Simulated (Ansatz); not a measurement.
# La: pressure up to the limit of the methods

One table from this session's results is given with a row withheld; the runs are named, their logs left out.

Computed with Ansatz 0.2.0 (DFT PBE, with the methods named in each step, unless a step's input says otherwise).

1 further run of the same task is left out (it didn't finish). Runs told in other sessions of the task aren't counted.

## The starting structure

The structure is cubic, space group Pm-3m (No. 221). Conventional cell: a = 3.429 Å, b = 3.429 Å, c = 3.429 Å, α = 90.00°, β = 90.00°, γ = 90.00°. La (site symmetry m-3m) is surrounded by 6 La at 3.43 Å.

As a file:

```xyz
1
Lattice="3.4288 0.0000 0.0000 0.0000 3.4288 0.0000 0.0000 0.0000 3.4288" Properties=species:S:1:pos:R:3 pbc="T T T"
La    0.0000    0.0000    0.0000
```

Whether this phase is the stable one at these pressures isn't tested.

The first run:

File input.yaml:

```yaml
crystal:
  lattice:
    - [3.4288230172, 0.0, 0.0]
    - [0.0, 3.4288230172, 0.0]
    - [0.0, 0.0, 3.4288230172]
  atoms:
    - { symbol: La, position: [0.0, 0.0, 0.0] }
kpoints:
  mp_grid: { grid: [12, 12, 12] }
scf:
  occupations: { method: fermi_dirac, width: 0.08 }
hamiltonian:
  xc: pbe
  pseudopotentials: { kind: paw }
output:
  forces: true
  stress: true
relax:
  f_tol: 0.005
  max_steps: 40
  cell: {}
```

Command:

```sh
$ ansatz run input.yaml --threads 1 --pin off --max-ram 2048MiB --backend cpu --events-out ev --progress --plain --runs-dir out
```

Steps of the session up to this table: Cell relaxed at zero pressure, PAW; Volume scaled by 1, PAW; Volume scaled by 0.95, PAW; Volume scaled by 0.85, PAW; Volume scaled by 0.75, PAW; Volume scaled by 0.65, PAW; Volume scaled by 0.65, PAW (cutoff 800 eV); Volume scaled by 0.55, PAW; Volume scaled by 0.45, PAW; Volume scaled by 0.4, PAW; Volume scaled by 0.4, PAW (source ansatz).

One of the session's tables, all rows but one given; the rest of the session is left out.

| method | volume over the first | volume (Å³/atom) | pressure (GPa) |
| --- | --- | --- | --- |
| PAW | 1 | 36.942 | 0.00 |
| PAW | 0.95 | 35.095 | 1.30 |
| PAW | 0.85 | 31.401 | 4.93 |
| PAW | 0.75 | ? | ? |
| PAW | 0.65 | 24.012 | 22.21 |
| PAW | 0.55 | 20.318 | 50.37 |
| PAW | 0.45 | 16.624 | 119.94 |
| PAW | 0.4 | 14.777 | 193.35 |
| PAW (cutoff 800 eV) | 0.65 | 24.012 | 22.20 |
| PAW (source ansatz) | 0.4 | 14.777 | 193.85 |

**Question.** Estimate the row for PAW, 0.75.

As computed: volume (Å³/atom): 27.707; pressure (GPa): 11.03. In the column «volume (Å³/atom)» it lies between PAW (cutoff 800 eV), 0.65 (24.012) and PAW, 0.85 (31.401).
